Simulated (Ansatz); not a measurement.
# SiNi3 in Ansatz: the effect of functional

The system is SiNi3.

```
CELL_PARAMETERS angstrom
3.51823 0.00000 0.00000
0.00000 3.51823 0.00000
0.00000 0.00000 3.51823
ATOMIC_POSITIONS crystal
Ni 0.50000 0.50000 0.00000
Ni 0.50000 0.00000 0.50000
Ni 0.00000 0.50000 0.50000
Si 0.00000 0.00000 0.00000
```

The cell isn't the ideal one: volume scaled by 0.98.

Alike in all runs:

```yaml
Program: Ansatz 0.2.0
Task: single point
Potentials_or_basis: Ansatz PAW
k_mesh: 8 × 8 × 8
Occupations: fermi-dirac, width 0.05 eV
Spin: collinear spin, ferromagnetic start
Starting_moments: "[1.0, 1.0, 1.0, 0.0] μB"
```

| functional | cutoff | pressure (GPa) | moment (μB) |
| --- | --- | --- | --- |
| LDA | 420 eV (not typed: the program's choice for these potentials) | ? | ? |
| PBEsol | 420 eV (not typed: the program's choice for these potentials) | -10.5 | 0.00 |
| r2SCAN | 500 eV (not typed: the program's choice for these potentials) | -9.9 | 0.16 |

Task: What does the run with functional LDA give?

Result: Pressure -16.8 GPa; moment 0.00 μB.

Caveats: the PAW data sets come from PBE, with cores solved anew for the run's functional, which leaves a small shift of forces and pressure; the starting moments weren't kept; the magnetic or orbital state may not be the lowest (some runs).
